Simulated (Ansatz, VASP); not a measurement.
**KF: VASP beside Ansatz**

Contents of POSCAR:

```
KF
1.0
    3.1788706666      0.0000000000      0.0000000000
    0.0000000000      3.1788706666      0.0000000000
    0.0000000000      0.0000000000      3.1788706666
K F
1 1
Direct
    0.0000000000      0.0000000000      0.0000000000
    0.5000000000      0.5000000000      0.5000000000
```

File INCAR.step1:

```
  PREC = Accurate
  ENCUT = 520
  ISMEAR = 0
  SIGMA = 0.01
  LREAL = F
  LASPH = T
  NELM = 60
  NBANDS = 15
  GGA = PE
  ALGO = Normal
  EDIFF = 1E-4
  LWAVE = T
  LCHARG = F
```

Contents of INCAR.step2:

```
  PREC = Accurate
  ENCUT = 520
  EDIFF = 1E-6
  ISMEAR = 0
  SIGMA = 0.01
  LREAL = F
  LASPH = T
  NELM = 60
  ALGO = Normal
  ISIF = 2
  LWAVE = F
  LCHARG = F
  METAGGA = R2SCAN
  LMIXTAU = T
  NBANDS = 15
  ISTART = 1
```

File KPOINTS:

```
regular mesh
0
Gamma
  8 8 8
```

Input for Ansatz:

```yaml
crystal:
  lattice:
    - [3.1788706666, 0.0, 0.0]
    - [0.0, 3.1788706666, 0.0]
    - [0.0, 0.0, 3.1788706666]
  atoms:
    - { symbol: K, position: [0.0, 0.0, 0.0] }
    - { symbol: F, position: [0.5, 0.5, 0.5] }
kpoints:
  mp_grid: { grid: [8, 8, 8] }
  band_path:
    path:
      - [0.0, 0.0, 0.0]
      - [0.0, 0.5, 0.0]
      - [0.5, 0.5, 0.0]
      - [0.5, 0.5, 0.5]
      - [0.0, 0.5, 0.5]
    npoints: 1
hamiltonian:
  xc: r2scan
scf:
  occupations: { method: fixed }
  n_extra_bands: 4
output:
  forces: true
  stress: true
  eigenvalues: true
```

Alike in both runs: task single point; functional r2SCAN; k mesh 8 × 8 × 8; no spin polarisation.

```csv
,VASP,Ansatz
version,VASP 6.6.1,Ansatz 0.2.0
potentials or method,"VASP PAW PBE potentials, release 64 (K_sv, F)","plane waves, PAW"
plane-wave cutoff (eV),520,500
occupations,"gaussian, width 0.01 eV",fixed
valence electrons in the cell,16,16
```

Ansatz gave:

- gap on the k mesh at the Fermi level (eV): 7.72
- pressure (GPa): 0.0

What did VASP give for the same quantities?

gap on the k mesh at the Fermi level (eV): 7.73; pressure (GPa): 0.0.

Caveats: the PAW data sets were made with another functional, which shifts forces and pressure a little (VASP). r2SCAN opens gaps a little over a GGA but as a rule still falls short of measured ones. A k mesh can miss the band edges.
